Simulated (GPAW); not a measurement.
# InAs (F-43m) in GPAW: phonons with PBE+D3(BJ)

Aim: the phonons of InAs with PBE+D3(BJ).

Program: GPAW 26.7.0. These are calculated values, not measurements. Logs are shortened: lines on timing, memory, paths and dates and some standing lists are left out, and cuts for length are marked. The log counts tension as positive stress, the text compression.

**Measured values to compare with.**

A printed reference work, data compilation reports, for a bulk crystal of InAs at 4.2 K: band gap 0.418 eV (direct).

The results are compared with them further down.

## (1) The structure

It takes space group F-43m (No. 216, cubic). Conventional cell: a = 6.036 Å, b = 6.036 Å, c = 6.036 Å, α = 90.00°, β = 90.00°, γ = 90.00°. In (site symmetry -43m) is surrounded by 4 As at 2.61 Å. As (site symmetry -43m) has 4 In at 2.61 Å as nearest neighbours.

## (2) Phonons, PBE+D3(BJ)

run.py reads:

```python
import json
import numpy as np
import spglib
from ase import Atoms
from ase.calculators.mixing import SumCalculator
from ase.constraints import FixSymmetry
from ase.io import read, write
from ase.optimize import BFGS
from dftd3.ase import DFTD3
from phonopy import Phonopy
from phonopy.structure.atoms import PhonopyAtoms
from gpaw import GPAW, PW

atoms = read('InAs.cif')
cell, positions, numbers = spglib.find_primitive(
    (atoms.cell[:], atoms.get_scaled_positions(), atoms.numbers), symprec=1e-4)
atoms = Atoms(numbers, cell=cell, scaled_positions=positions, pbc=True)

calc = GPAW(mode=PW(600),
            xc='PBE',
            kpts={'size': (8, 8, 8), 'gamma': True},
            occupations={'name': 'fermi-dirac', 'width': 0.05},
            nbands=18,
            convergence={'density': 1e-06, 'eigenstates': 1e-09},
            maxiter=150,
            txt='gpaw.txt')
atoms.calc = SumCalculator([calc, DFTD3(method='pbe', damping='d3bj')])
atoms.set_constraint(FixSymmetry(atoms))
BFGS(atoms, trajectory='relax.traj', logfile='-').run(fmax=0.005, steps=40)
atoms.set_constraint()
energy = atoms.get_potential_energy()
forces = atoms.get_forces()
stress = atoms.get_stress()
calc.write('gs.gpw')
write('result.traj', atoms)
print('Cell:', atoms.cell.cellpar().round(4))
print(atoms.get_scaled_positions().round(5))

def force_constants(scale):
    unit = PhonopyAtoms(symbols=atoms.get_chemical_symbols(), cell=atoms.cell[:] * scale**(1 / 3),
                        scaled_positions=atoms.get_scaled_positions())
    ph = Phonopy(unit, supercell_matrix=np.diag([2, 2, 2]), primitive_matrix=np.eye(3), symprec=1e-4)
    ph.generate_displacements(distance=0.02)
    forces = []
    for i, sc in enumerate(ph.supercells_with_displacements):
        a = Atoms(sc.symbols, cell=sc.cell, scaled_positions=sc.scaled_positions, pbc=True)
        c = GPAW(mode=PW(600),
                 xc='PBE',
                 kpts={'size': (4, 4, 4), 'gamma': True},
                 occupations={'name': 'fermi-dirac', 'width': 0.05},
                 nbands=101,
                 convergence={'density': 1e-06, 'eigenstates': 1e-09},
                 maxiter=150,
                 txt=f'disp-{scale:.3f}-{i:02d}.txt')
        a.calc = SumCalculator([c, DFTD3(method='pbe', damping='d3bj')])
        f = a.get_forces()
        forces.append(f - f.mean(axis=0))
        print(f'displacement {i}: drift', f.mean(axis=0).round(5), flush=True)
    ph.forces = forces
    ph.produce_force_constants()
    ph.symmetrize_force_constants()
    return ph

qpoints = [[0.0, 0.0, 0.0], [0.0, 0.0, 0.5], [0.0, 0.5, 0.0], [0.0, 0.5, 0.5], [0.5, 0.0, 0.0], [0.5, 0.0, 0.5], [0.5, 0.5, 0.0], [0.5, 0.5, 0.5]]
results = {}
for scale in [1.0]:
    ph = force_constants(scale)
    ph.run_qpoints(qpoints)
    nu = ph.qpoints.frequencies * 33.35641  # THz to cm^-1
    results[f'{scale:.3f}'] = nu.tolist()
    for qp, f in zip(qpoints, nu):
        print(scale, np.round(qp, 4), f.round(2))

path = atoms.cell.bandpath('GXWKGLUWLK,UX', npoints=60, eps=1e-4)
ph.run_qpoints(path.kpts)
results['path'] = (ph.qpoints.frequencies * 33.35641).tolist()
results['path_q'] = path.kpts.tolist()
x, ticks, names = path.get_linear_kpoint_axis()
results['axis'] = [x.tolist(), list(ticks), names]
ph.run_mesh([15, 15, 15], is_gamma_center=True)
ph.run_thermal_properties(temperatures=[0, 100, 200, 300, 500, 800], cutoff_frequency=0.05)
tp = ph.thermal_properties
results['thermal'] = [list(v) for v in (tp.temperatures, tp.free_energy, tp.entropy, tp.heat_capacity)]
for t, fv, s, cv in zip(*results['thermal']):
    print(f'{t:6.0f} K  F {fv:9.4f} kJ/mol  S {s:9.4f} J/K/mol  Cv {cv:9.4f} J/K/mol')
json.dump(results, open('phonons.json', 'w'))
```

InAs.cif reads:

```cif
data_InAs
_cell_length_a 6.03600000
_cell_length_b 6.03600000
_cell_length_c 6.03600000
_cell_angle_alpha 90.00000000
_cell_angle_beta 90.00000000
_cell_angle_gamma 90.00000000
_space_group_name_H-M_alt 'F-43m'
_space_group_name_Hall 'F -4 2 3'
_space_group_IT_number 216
loop_
_space_group_symop_operation_xyz
'x,y,z'
'y,-x,-z'
'-x,-y,z'
'-y,x,-z'
'x,-y,-z'
'y,x,z'
'-x,y,-z'
'-y,-x,z'
'z,x,y'
'-z,y,-x'
'z,-x,-y'
'-z,-y,x'
'-z,x,-y'
'z,y,x'
'-z,-x,y'
'z,-y,-x'
'y,z,x'
'-x,-z,y'
'-y,z,-x'
'x,-z,-y'
'-y,-z,x'
'x,z,y'
'y,-z,-x'
'-x,z,-y'
'x,y+1/2,z+1/2'
'y,-x+1/2,-z+1/2'
'-x,-y+1/2,z+1/2'
'-y,x+1/2,-z+1/2'
'x,-y+1/2,-z+1/2'
'y,x+1/2,z+1/2'
'-x,y+1/2,-z+1/2'
'-y,-x+1/2,z+1/2'
'z,x+1/2,y+1/2'
'-z,y+1/2,-x+1/2'
'z,-x+1/2,-y+1/2'
'-z,-y+1/2,x+1/2'
'-z,x+1/2,-y+1/2'
'z,y+1/2,x+1/2'
'-z,-x+1/2,y+1/2'
'z,-y+1/2,-x+1/2'
'y,z+1/2,x+1/2'
'-x,-z+1/2,y+1/2'
'-y,z+1/2,-x+1/2'
'x,-z+1/2,-y+1/2'
'-y,-z+1/2,x+1/2'
'x,z+1/2,y+1/2'
'y,-z+1/2,-x+1/2'
'-x,z+1/2,-y+1/2'
'x+1/2,y,z+1/2'
'y+1/2,-x,-z+1/2'
'-x+1/2,-y,z+1/2'
'-y+1/2,x,-z+1/2'
'x+1/2,-y,-z+1/2'
'y+1/2,x,z+1/2'
'-x+1/2,y,-z+1/2'
'-y+1/2,-x,z+1/2'
'z+1/2,x,y+1/2'
'-z+1/2,y,-x+1/2'
'z+1/2,-x,-y+1/2'
'-z+1/2,-y,x+1/2'
'-z+1/2,x,-y+1/2'
'z+1/2,y,x+1/2'
'-z+1/2,-x,y+1/2'
'z+1/2,-y,-x+1/2'
'y+1/2,z,x+1/2'
'-x+1/2,-z,y+1/2'
'-y+1/2,z,-x+1/2'
'x+1/2,-z,-y+1/2'
'-y+1/2,-z,x+1/2'
'x+1/2,z,y+1/2'
'y+1/2,-z,-x+1/2'
'-x+1/2,z,-y+1/2'
'x+1/2,y+1/2,z'
'y+1/2,-x+1/2,-z'
'-x+1/2,-y+1/2,z'
'-y+1/2,x+1/2,-z'
'x+1/2,-y+1/2,-z'
'y+1/2,x+1/2,z'
'-x+1/2,y+1/2,-z'
'-y+1/2,-x+1/2,z'
'z+1/2,x+1/2,y'
'-z+1/2,y+1/2,-x'
'z+1/2,-x+1/2,-y'
'-z+1/2,-y+1/2,x'
'-z+1/2,x+1/2,-y'
'z+1/2,y+1/2,x'
'-z+1/2,-x+1/2,y'
'z+1/2,-y+1/2,-x'
'y+1/2,z+1/2,x'
'-x+1/2,-z+1/2,y'
'-y+1/2,z+1/2,-x'
'x+1/2,-z+1/2,-y'
'-y+1/2,-z+1/2,x'
'x+1/2,z+1/2,y'
'y+1/2,-z+1/2,-x'
'-x+1/2,z+1/2,-y'
loop_
_atom_site_label
_atom_site_type_symbol
_atom_site_symmetry_multiplicity
_atom_site_Wyckoff_symbol
_atom_site_fract_x
_atom_site_fract_y
_atom_site_fract_z
_atom_site_occupancy
In1 In 4 a 0.0000000000 0.0000000000 0.0000000000 1
As1 As 4 c 0.2500000000 0.2500000000 0.2500000000 1
```

Potentials or basis: GPAW PAW data sets (gpaw-data 1.2.1), pw.

Command:

```bash
$ OMP_NUM_THREADS=1 python run.py
```

gpaw.txt:

```text
__  _  _
 | _ |_)|_||  |
 |__||  | ||/\| - 26.7.0

Input parameters:
  mode=PW(ecut=600.0),
  convergence={'density': 1e-06, 'eigenstates': 1e-09},
  kpts=MonkhorstPack(size=(8, 8, 8), gamma=True),
  maxiter=150,
  nbands=18,
  occupations=Occupations(name='fermi-dirac', width=0.05),
  xc=XC(name='PBE')

Diagonalizing LCAO Hamiltonian
Converting LCAO to pw mode

            As

       In

Atoms  # Å, Bohr magnetons
|   | symbol |        x |        y |        z |    initial magnetic moments |
|---|--------|----------|----------|----------|-----------------------------|
| 0 |     In | 0.000000 | 0.000000 | 0.000000 | ( 0.0000,  0.0000,  0.0000) |
| 1 |     As | 1.509000 | 1.509000 | 1.509000 | ( 0.0000,  0.0000,  0.0000) |

Unit cell  # Å
| periodic |        x |        y |        z |  lengths |    angles |
|----------|----------|----------|----------|----------|-----------|
|      yes | 0.000000 | 3.018000 | 3.018000 | 4.268097 | 60.000000 |
|      yes | 3.018000 | 0.000000 | 3.018000 | 4.268097 | 60.000000 |
|      yes | 3.018000 | 3.018000 | 0.000000 | 4.268097 | 60.000000 |

Number of symmetries: 24
Symmetry operations  # r_c * U_cc + t_c -> r_c
|    | kind |            matrix            |
|----|------|------------------------------|
|  0 |  E   |  1, 0, 0,  0, 1, 0,  0, 0, 1 |
|  1 |  σ   |  1, 0, 0,  0, 0, 1,  0, 1, 0 |
|  2 |  σ   |  1, 0,-1,  0, 1,-1,  0, 0,-1 |
|  3 |  C3  |  1, 0,-1,  0, 0,-1,  0, 1,-1 |
|  4 |  C3  |  1,-1, 0,  0,-1, 1,  0,-1, 0 |
|  5 |  σ   |  1,-1, 0,  0,-1, 0,  0,-1, 1 |
|  6 |  σ   |  0, 1, 0,  1, 0, 0,  0, 0, 1 |
|  7 |  C3  |  0, 1, 0,  0, 0, 1,  1, 0, 0 |
|  8 |  C2  |  0, 1,-1,  1, 0,-1,  0, 0,-1 |
|  9 |  S4  |  0, 1,-1,  0, 0,-1,  1, 0,-1 |
| 10 |  C3  |  0, 0, 1,  1, 0, 0,  0, 1, 0 |
| 11 |  σ   |  0, 0, 1,  0, 1, 0,  1, 0, 0 |
| 12 |  S4  |  0, 0,-1,  1, 0,-1,  0, 1,-1 |
| 13 |  C3  |  0, 0,-1,  0, 1,-1,  1, 0,-1 |
| 14 |  S4  |  0,-1, 1,  1,-1, 0,  0,-1, 0 |
| 15 |  C2  |  0,-1, 1,  0,-1, 0,  1,-1, 0 |
| 16 |  C3  |  0,-1, 0,  1,-1, 0,  0,-1, 1 |
| 17 |  S4  |  0,-1, 0,  0,-1, 1,  1,-1, 0 |
| 18 |  S4  | -1, 1, 0, -1, 0, 1, -1, 0, 0 |
| 19 |  C3  | -1, 1, 0, -1, 0, 0, -1, 0, 1 |
| 20 |  C3  | -1, 0, 1, -1, 1, 0, -1, 0, 0 |
| 21 |  S4  | -1, 0, 1, -1, 0, 0, -1, 1, 0 |
| 22 |  σ   | -1, 0, 0, -1, 1, 0, -1, 0, 1 |
| 23 |  C2  | -1, 0, 0, -1, 0, 1, -1, 1, 0 |

BZ-sampling:
  Number of BZ points: 512
  Number of IBZ points: 29

  Monkhorst-Pack size: [8, 8, 8]
  Monkhorst-Pack shift: [0.0625, 0.0625, 0.0625]

K-points  # in reciprocal-cell coordinates
|     |                                coordinates |     weight |
|-----|--------------------------------------------|------------|
|   0 | (  0.00000000,   0.00000000,   0.00000000) | 0.00195312 |
|   1 | (  0.12500000,   0.12500000,   0.00000000) | 0.01171875 |
|   2 | (  0.12500000,   0.12500000,   0.12500000) | 0.01562500 |
|   3 | (  0.25000000,   0.12500000,   0.12500000) | 0.02343750 |
|   4 | (  0.25000000,   0.25000000,   0.00000000) | 0.01171875 |
|   5 | (  0.25000000,   0.25000000,   0.12500000) | 0.04687500 |
|   6 | (  0.25000000,   0.25000000,   0.25000000) | 0.01562500 |
|   7 | (  0.37500000,   0.25000000,  -0.37500000) | 0.04687500 |
|   8 | (  0.37500000,   0.25000000,   0.12500000) | 0.04687500 |
|   9 | (  0.37500000,   0.25000000,   0.25000000) | 0.04687500 |
| ... |                                            |            |
|  28 | (  0.50000000,   0.50000000,   0.50000000) | 0.00781250 |

Plane wave coefficients: 1856
Cutoff: 600.0 eV

Spin-components: 1 (collinear spins)
Bands:           18
Projectors:      11
Spin-degeneracy: 2
Datatype:        complex128

Parallelization:
  kpt:    1
  domain: 1
  band:   1

Density:
  Valence electrons: 18.0
  Components: 1
  Grid points: [25 25 25]
  Charge: 0.0  # |e|

Potential:
  Grid points: [25 25 25]

species:
  In:
    name:    Indium
    Z:       49.0
    valence: 13
    core:    36
    charge:  0.0  # [|e|]
    compensation charges:
      type: gauss
      rc: 0.36  # [Å]
      lmax: 2
    cutoffs:
      filter: 2.09  # [Å]
      core: 2.48  # [Å]
    projectors
    | kind |    occ | energy [eV] | rcut [Å] |
    |------|--------|-------------|----------|
    |   5s |  2.000 |      -8.203 |    1.185 |
    |   5p |  1.000 |      -2.521 |    1.244 |
    |   4d | 10.000 |     -18.629 |    1.148 |
    |    s |        |      19.008 |    1.185 |
    |    p |        |      24.691 |    1.244 |
    |    d |        |       8.583 |    1.148 |

    Using partial waves for In as LCAO basis

  As:
    name:    Arsenic
    Z:       33.0
    valence: 5
    core:    28
    charge:  0.0  # [|e|]
    compensation charges:
      type: gauss
      rc: 0.33  # [Å]
      lmax: 2
    cutoffs:
      filter: 1.87  # [Å]
      core: 2.96  # [Å]
    projectors
    | kind |    occ | energy [eV] | rcut [Å] |
    |------|--------|-------------|----------|
    |   4s |  2.000 |     -14.487 |    1.058 |
    |   4p |  3.000 |      -5.196 |    1.058 |
    |    s |        |      12.725 |    1.058 |
    |    p |        |      22.016 |    1.058 |
    |    d |        |       0.000 |    1.058 |

    Using partial waves for As as LCAO basis

Reference energy: -221478.393260  # eV

eigensolver:
  PPCG
  Converge bands: occupied
  niter=2

density mixing:
  MSR1-Mixer
  Pratt-step length: 0.05
  Maximum mixing coefficient: 0.75
  Old densities: 10
  SVD Regularization: 0.005
  Good broyden scale: 1.0
  Trust region scale: 1.0
  Backstep threshold: 4.0
  History deletion threshold: 6.0
  Fourier metric: weight=20.0, sigma=0.015

occupation numbers:
  Fermi-Dirac:
    width: 0.0500  # eV

poisson solver:
  ecut: 4800.0  # eV

xc functional:
  name: PBE with 2 nearest neighbor stencil

convergence criteria:
- Maximum integral of absolute [dens]ity change: 1e-06 electrons / valence electron
- Maximum integral of absolute [eigenst]ate change: 1e-09 eV^2 / valence electron
- Maximum [total energy] change in last 3 cyles: 0.0005 eV / valence electron
maximum number of iterations: 150

SCF iterations
|iter     | |      energy | eigst |  dens |
|---------|-|-------------|-------|-------|
|iter:   1| |   -8.118306 | -0.34 |       |
|iter:   2| |   -8.073651 | -2.36 | -1.17 |
|iter:   3| |   -7.903551 | -1.94 | -1.21 |
|iter:   4| |   -7.904694 | -3.32 | -1.80 |
|iter:   5| |   -7.904807c| -4.10 | -2.32 |
|iter:   6| |   -7.904834c| -5.66 | -3.12 |
|iter:   7| |   -7.904837c| -6.68 | -3.56 |
|iter:   8| |   -7.904837c| -8.15 | -4.62 |
|iter:   9| |   -7.904837c| -9.31c| -5.36 |
|iter:  10| |   -7.904837c| -9.66c| -5.98 |
|iter:  11| |   -7.904837c|-10.45c| -6.64c|

Converged in 11 steps
Energy contributions relative to reference atoms: (reference = -221478.393260)

Energy contributions:
  Kinetic:          27.001972
  Coulomb:         -24.728779
  Zero:              0.139445
  External:          0.000000
  Xc:              -10.317203
  Entropy:          -0.000544
  Spinorbit:         0.000000
  ----------------------------
  Free energy:      -7.905110
  Extrapolated:     -7.904837

dipole moment: (-23.456936, -23.456936, -23.456936)  # |e|*Ang

Fermi level: 4.952
Eigenvalues  # (at kpt = [0.000, 0.000, 0.000])
| band index |      eig [eV] | occ [0-2] |
|------------|---------------|-----------|
|          0 |        -9.407 |     2.000 |
|        ... |               |           |
|          2 |        -9.407 |     2.000 |
|          3 |        -9.278 |     2.000 |
|          4 |        -9.278 |     2.000 |
|          5 |        -6.992 |     2.000 |
|          6 |         4.743 |     1.969 |
|          7 |         4.904 |     1.446 |
[... 8 lines left out ...]
|         16 |        15.399 |     0.000 |
|         17 |        15.399 |     0.000 |

No gap
No difference between direct/indirect transitions

Forces  # eV/Ang
|        x |        y |        z |
|----------|----------|----------|
|  0.00000 | -0.00000 |  0.00000 |  # In   0
| -0.00000 |  0.00000 | -0.00000 |  # As   1

Stress tensor  # eV/Ang^3
|         x |         y |         z |
|-----------|-----------|-----------|
| -0.025242 | -0.000000 | -0.000000 |
| -0.000000 | -0.025242 |  0.000000 |
| -0.000000 |  0.000000 | -0.025242 |

# Writing to gs.gpw (mode='')
```

Wall time 27 min (1 thread of Intel Xeon Platinum 8488C (Sapphire Rapids), shared host); peak memory 1.3 GiB.

Results:

```yaml
Free_energy: -8.5547 eV
Pressure_after_relaxing: 2.0 GPa
Band_gap_on_the_k_mesh: none (metal or under the smearing width)
Highest_phonon_frequency: 224 cm⁻¹
Dispersion_energy_per_atom: -0.325 eV
```

Final structure:
```
In As
1.0
     0.00000    3.01800    3.01800
     3.01800    0.00000    3.01800
     3.01800    3.01800    0.00000
In As
1 1
Direct
  0.00000 0.00000 0.00000
  0.25000 0.25000 0.25000
```

Levels at points of the mesh, in eV from the Fermi level:
```csv
k point,band 5,band 6,band 7,band 8,band 9,band 10,band 11,band 12,band 13,band 14
"(0.00, 0.00, 0.00)",-14.23,-11.94,-0.21,-0.05,-0.05,-0.05,3.84,3.84,3.84,7.52
"(0.50, 0.50, 0.00)",-14.21,-9.90,-5.91,-2.40,-2.40,1.49,2.02,9.18,9.26,9.26
"(0.50, 0.50, 0.50)",-14.22,-10.45,-5.84,-1.05,-1.05,0.92,4.63,4.63,6.83,9.04
```

Phonon frequencies in cm⁻¹ (negative: imaginary):
```tsv
q point	frequencies
(0.000, 0.000, 0.000)	0 0 0 219 219 219
(0.000, 0.000, 0.500)	36 36 151 213 222 222
(0.000, 0.500, 0.000)	36 36 151 213 222 222
(0.000, 0.500, 0.500)	42 42 172 202 224 224
(0.500, 0.000, 0.000)	36 36 151 213 222 222
(0.500, 0.000, 0.500)	42 42 172 202 224 224
(0.500, 0.500, 0.000)	42 42 172 202 224 224
(0.500, 0.500, 0.500)	36 36 151 213 222 222
```

Caveat: phonon bands are interpolated from a small supercell; pairwise dispersion overbinds metals, which lowers pressure and volume; this crystal is a semiconductor, whose small gap the functional closes, so the metal is an error of the method.

## (3) How close it comes

Step 2. A measured gap of InAs is 0.418 eV (direct; 4.2 K; a printed reference work, data compilation); the calculated 0.00 eV misses it by -0.42 eV. Spin-orbit coupling on As, In is left out. The value is that of PBE+D3(BJ) on a finite k mesh, which can miss the band edges, without temperature or zero-point motion. Semilocal functionals fall short of measured gaps as a rule.
